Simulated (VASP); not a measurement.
# H (I4/mmm) in VASP: notebook, part 2 of 2

VASP 6.6.1. Earlier steps stand in the parts before.

**4. Single point, r2SCAN (functional r2SCAN, strained and moved within the space group)**

Contents of INCAR:

```
SYSTEM = H
PREC = Accurate ; ENCUT = 520
EDIFF = 1E-6 ; ISMEAR = 0
SIGMA = 0.02 ; LREAL = .False.
LASPH = .True. ; NELM = 60
ALGO = Normal ; ISIF = 2
LWAVE = .False. ; LCHARG = .False.
METAGGA = R2SCAN ; LMIXTAU = .True.
NBANDS = 8
```

Contents of KPOINTS:

```
regular mesh
0
Gamma
  10 10 10
  0 0 0
```

Contents of POSCAR:

```
H
1.0
   -1.6501426215      1.6501426215      1.9463489118
    1.6501426215     -1.6501426215      1.9463489118
    1.6501426215      1.6501426215     -1.9463489118
H
2
Direct
    0.8734275328      0.8734275328      0.0000000000
    0.1265724672      0.1265724672      0.0000000000
```

Potentials or basis: VASP PAW PBE potentials, release 64 (H).

Launch:

```sh
$ cat potpaw_PBE.64/H/POTCAR > POTCAR
$ mpirun -np 1 vasp_std > vasp.out
```

OUTCAR:

```text
SYSTEM = H
   PREC = Accurate
   ENCUT = 520
   EDIFF = 1E-6
   ISMEAR = 0
   LREAL = .False.
   LASPH = .True.
   NELM = 60
   ISIF = 2
   METAGGA = R2SCAN

 ion  position               nearest neighbor table
   1  0.873  0.873  0.000-
   2  0.127  0.127  0.000-

  LATTYP: Found a body centered tetragonal cell.
 ALAT       =     3.3002852430
 C/A-ratio  =     1.1795034480

  Lattice vectors:

 A1 = (  -1.6501426215,   1.6501426215,   1.9463489118)
 A2 = (   1.6501426215,  -1.6501426215,   1.9463489118)
 A3 = (   1.6501426215,   1.6501426215,  -1.9463489118)

Analysis of symmetry for initial positions (statically):
=====================================================================
 Subroutine PRICEL returns:
 Original cell was already a primitive cell.

 Routine SETGRP: Setting up the symmetry group for a
 body centered tetragonal supercell.

 Subroutine GETGRP returns: Found 16 space group operations
 (whereof 16 operations were pure point group operations)
 out of a pool of 16 trial point group operations.

The static configuration has the point symmetry D_4h.

Analysis of symmetry for dynamics (positions and initial velocities):
=====================================================================
 Subroutine PRICEL returns:
 Original cell was already a primitive cell.

 Routine SETGRP: Setting up the symmetry group for a
 body centered tetragonal supercell.

 Subroutine GETGRP returns: Found 16 space group operations
 (whereof 16 operations were pure point group operations)
 out of a pool of 16 trial point group operations.

The dynamic configuration has the point symmetry D_4h.

 Subroutine INISYM returns: Found 16 space group operations
 (whereof 16 operations are pure point group operations),
 and found     1 'primitive' translations

[... 114 lines left out ...]
     AMIX_MAG =   1.60;   BMIX_MAG =  1.00
  volume/ion in A,a.u.               =      10.60        71.53
  Fermi-wavevector in a.u.,A,eV,Ry     =   0.745264  1.408345  7.556931  0.555419
  Thomas-Fermi vector in A             =   1.840810
   LORBIT       =      0    0 simple, 1 ext, 2 COOP (PROOUT), +10 PAW based schemes
   METAGGA = R2SCAN    functional components
   LHFCALC =     F    Hartree Fock is set to
   AEXX    =    0.0000 exact exchange contribution
   IVDW    =     0    specifies the selected vdW correction
   LEPSILON=     F    determine dielectric tensor
   LRPA    =     F    only Hartree local field effects (RPA)
 non-spin polarized calculation
 Gauss-broadening in eV      SIGMA  =   0.02
  energy-cutoff  :      520.00
  volume of cell :       21.20
 maximum number of plane-waves:       587
   NGX = 11   NGY = 11   NGZ = 11

 number of electron       1.9999999 magnetization

 Free energy of the ion-electron system (eV)
  ---------------------------------------------------
  ext. energy  EPLUGINS =         0.00000000
  ---------------------------------------------------
  free energy    TOTEN  =        -6.22954206 eV

  energy without entropy =       -6.22954206  energy(sigma->0) =       -6.22954206

 E-fermi :  -6.3482     XC(G=0):  -6.2032

 val. band max:       -6.5367276896   @ k =   0.5000   0.5000   0.5000
 cond. band min:      -0.2128294639   @ k =   0.5000  -0.0000   0.0000
 fundamental gap:      6.3238982257
 Fermi energy:        -6.3481566511

 k-point     1 :       0.0000    0.0000    0.0000
  band No.  band energies     occupation
      1     -10.4677      2.00000
      2       7.0852      0.00000
      3       8.6975      0.00000
      4      17.5533      0.00000
      5      17.5534      0.00000
      6      19.2733      0.00000
      7      19.2733      0.00000
      8      21.3567      0.00000
[... 243 lines left out ...]
 k-point    24 :       0.4000    0.3000   -0.0000
  band No.  band energies     occupation
      1      -7.5690      2.00000
      2       1.2698      0.00000
      3       4.5425      0.00000
      4       9.8412      0.00000
      5      12.8756      0.00000
      6      19.7844      0.00000
      7      22.2597      0.00000
      8      24.7509      0.00000

 [... further k-points ...]

------------------------ aborting loop because EDIFF is reached ----------------------------------------

  FORCE on cell =-STRESS in cart. coord.  units (eV):
  Direction    XX          YY          ZZ          XY          YZ          ZX
  --------------------------------------------------------------------------------------
  -------------------------------------------------------------------------------------
  Total        0.0302004      0.0302004     -4.1918975      0.0000000      0.0000000      0.0000000
  in kB        2.2824436      2.2824436   -316.8090582      0.0000000      0.0000000      0.0000000
  external PRESSURE =    -104.0813903 kB  Pullay stress =       0.0000000 kB

 VOLUME and BASIS-vectors are now :
 -----------------------------------------------------------------------------
  energy-cutoff  :      520.00
  volume of cell :       21.20
      direct lattice vectors                 reciprocal lattice vectors
    -1.650142621  1.650142621  1.946348912     0.000000000  0.303004112  0.256891247
     1.650142621 -1.650142621  1.946348912     0.303004112  0.000000000  0.256891247
     1.650142621  1.650142621 -1.946348912     0.303004112  0.303004112  0.000000000

 POSITION                                       TOTAL-FORCE (eV/Angst)
 -----------------------------------------------------------------------------------
      0.00000      0.00000      3.39999         0.000000      0.000000      4.324759
      0.00000      0.00000      0.49271        -0.000000     -0.000000     -4.324759
 -----------------------------------------------------------------------------------
    total drift:                                0.000000      0.000000      0.000000

  FREE ENERGIE OF THE ION-ELECTRON SYSTEM (eV)
  ---------------------------------------------------
  free  energy   TOTEN  =        -6.2295420562 eV

  energy  without entropy=       -6.2295420562  energy(sigma->0) =       -6.22954206
```

It took 25 s on 1 thread of Intel Xeon 6975P-C (Granite Rapids), shared host; peak memory 0.14 GiB.

What came out:

- Free energy: -6.2295 eV
- Pressure: -10.4 GPa
- Largest force: 4.325 eV/Å
- Band gap on the k mesh: 6.32 eV, indirect (least direct gap 7.36 eV)

Forces on the atoms (eV/Å):
```
H    0.000  0.000  4.325
H    0.000  0.000 -4.325
```

Levels at points of the mesh, in eV from the valence-band top:
```tsv
k point	band 1	band 2	band 3	band 4	band 5	band 6
(0.00, 0.00, 0.00)	-3.93	13.62	15.23	24.09	24.09	25.81
(0.50, 0.00, 0.00)	-1.43	6.32	17.10	17.20	19.99	22.87
(0.50, 0.50, 0.00)	-1.25	9.22	10.91	16.25	19.15	19.69
(0.50, 0.50, 0.50)	0.00	7.36	14.17	15.14	15.14	17.72
```

Caveat: the PAW data sets were made with another functional, which shifts forces and pressure a little. A k mesh can miss the band edges.

**5. Single point, PBE (strained and moved within the space group)**

Contents of INCAR:

```
SYSTEM = H
ALGO = Normal ; EDIFF = 1E-6
ENCUT = 520 ; GGA = PE
ISIF = 2 ; ISMEAR = 0
LASPH = .TRUE. ; LCHARG = .TRUE.
LELF = .TRUE. ; LREAL = .FALSE.
LVHAR = .TRUE. ; LWAVE = .FALSE.
NBANDS = 8 ; NELM = 60
PREC = Accurate ; SIGMA = 0.02
```

Contents of KPOINTS:

```
k-points
0
G
  10 10 10
  0 0 0
```

Contents of POSCAR:

```
H
1.0
   -1.7329939799      1.7329939799      2.1398042973
    1.7329939799     -1.7329939799      2.1398042973
    1.7329939799      1.7329939799     -2.1398042973
H
2
Direct
    0.9171492414      0.9171492414      0.0000000000
    0.0828507586      0.0828507586      0.0000000000
```

Launch:

```sh
$ cat potpaw_PBE.64/H/POTCAR > POTCAR
$ mpirun -np 1 vasp_std > vasp.out
```

Run time: 5.1 s. Hardware: 1 thread of Intel Xeon 6975P-C (Granite Rapids), shared host; peak memory 0.13 GiB.

Results (log left out):

```
Free energy            : -6.7549 eV
Pressure               : 2.4 GPa
Largest force          : 1.610 eV/Å
Band gap on the k mesh : 9.45 eV, indirect (least direct gap 10.09 eV)
```

Forces in eV/Å, atoms in the order of the input:
```
H    0.000  0.000 -1.610
H    0.000  0.000  1.610
```

Stress tensor (GPa, compression positive):
```
0.02 0.00 0.00
0.00 0.02 0.00
0.00 0.00 7.10
```

Levels at points of the mesh, in eV from the valence-band top:
```tsv
k point	band 1	band 2	band 3	band 4	band 5
(0.00, 0.00, 0.00)	-1.92	13.17	17.35	22.98	22.98
(0.50, 0.00, 0.00)	-0.64	9.45	16.69	18.75	20.11
(0.50, 0.50, 0.00)	-0.45	11.06	14.39	16.11	18.67
(0.50, 0.50, 0.50)	0.00	10.56	15.66	16.25	16.25
```

Caveat: forces of over 1 eV/Å show positions far from the minimum, so gaps and moduli don't describe the material at rest. A k mesh can miss the band edges.

**6. Overview**

```csv
task,level,cell,cutoff (eV),gap on the mesh (eV),pressure (GPa),largest force (eV/Å)
single point,PBE,"I4/mmm, 15.73 Å³/atom",520,9.27,-0.2,0.01
relaxation of cell and atoms,PBE,relaxed,600,9.07,0.0,-
single point,r2SCAN,"functional r2SCAN, strained and moved within the space group",520,6.32,-10.4,4.32
single point,PBE,strained and moved within the space group,520,9.45,2.4,1.61
```

Alike in all rows: potentials or basis VASP PAW PBE potentials, release 64 (H); no spin polarisation; k mesh 10 × 10 × 10; smearing gaussian 0.02 eV.

Caveats: the PAW data sets were made with another functional, which shifts forces and pressure a little (some runs); forces of over 1 eV/Å show positions far from the minimum, so gaps and moduli don't describe the material at rest (some runs).

Total energies depend on the potentials used, so only differences within one code and one set of settings carry meaning.
